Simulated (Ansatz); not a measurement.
Geometry optimisation in Ansatz: input, command and trajectory.

```yaml
crystal:
  lattice:
    - [2.8680091502, 0.0, 0.0]
    - [0.0, 2.8680091502, 0.0]
    - [0.0, 0.0, 7.8560584475]
  atoms:
    - { symbol: Al, position: [0.0, 0.0, 0.5] }
    - { symbol: Al, position: [0.5, 0.5, 0.2177343048] }
    - { symbol: Al, position: [0.5, 0.5, 0.7822656952] }
    - { symbol: Cu, position: [0.0, 0.0, 0.0] }
basis:
  ecutwfc: 420
kpoints:
  mp_grid: { grid: [16, 16, 6] }
hamiltonian:
  xc: pbesol
scf:
  occupations: { method: gaussian, width: 0.1 }
output:
  forces: true
  stress: true
  eigenvalues: true
relax:
  adjacent_minimum: "off"
  f_tol: 0.01
  max_steps: 30
  cell: { stress_tol: 0.1, fix: [volume] }
```

```bash
ansatz run input.yaml --threads 1 --pin off --max-ram 2560MiB --backend cpu --events-out ev --progress --plain --runs-dir out
```

These are results of DFT PBEsol, scalar-relativistic, plane waves, PAW in Ansatz, not measurements.

The volume is held at 1.1 times that of the relaxed cell.

Of 4 frames 3 are shown, positions in Å and forces in eV/Å; the SCF threshold varies from step to step. Steps run on the plane waves of an earlier cell, with a Pulay correction in the pressure. The basis is chosen afresh for the last frame, the zero of the energies, and at times for earlier ones too; energy and pressure step there, also at an unchanged geometry.

```xyz
4
Lattice="2.8680 0.0000 0.0000 0.0000 2.8680 0.0000 0.0000 0.0000 7.8561" Properties=species:S:1:pos:R:3:forces:R:3 pbc="T T T" step=1 free_energy_over_end_meV_per_atom=0.36 pressure_GPa=-7.75
Al    0.0000    0.0000    3.9280    0.0000    0.0000    0.0000
Al    1.4340    1.4340    1.7105    0.0000    0.0000   -0.0793
Al    1.4340    1.4340    6.1455    0.0000    0.0000    0.0793
Cu    0.0000    0.0000    0.0000    0.0000    0.0000    0.0000
4
Lattice="2.8664 0.0000 0.0000 0.0000 2.8664 0.0000 0.0000 0.0000 7.8648" Properties=species:S:1:pos:R:3:forces:R:3 pbc="T T T" step=2 free_energy_over_end_meV_per_atom=0.04 pressure_GPa=-7.62
Al    0.0000    0.0000    3.9324    0.0000    0.0000    0.0000
Al    1.4332    1.4332    1.6997    0.0000    0.0000   -0.0234
Al    1.4332    1.4332    6.1651    0.0000    0.0000    0.0234
Cu    0.0000    0.0000    0.0000    0.0000    0.0000    0.0000
4
Lattice="2.8677 0.0000 0.0000 0.0000 2.8677 0.0000 0.0000 0.0000 7.8576" Properties=species:S:1:pos:R:3:forces:R:3 pbc="T T T" step=4 free_energy_over_end_meV_per_atom=0.00 pressure_GPa=-7.56
Al    0.0000    0.0000    3.9288    0.0000    0.0000    0.0000
Al    1.4339    1.4339    1.6930    0.0000    0.0000   -0.0001
Al    1.4339    1.4339    6.1647    0.0000    0.0000    0.0001
Cu    0.0000    0.0000    0.0000    0.0000    0.0000    0.0000
```

It took 34 s on 1 thread of Arm Neoverse V2, with other jobs on the host, peak memory 0.47 GiB.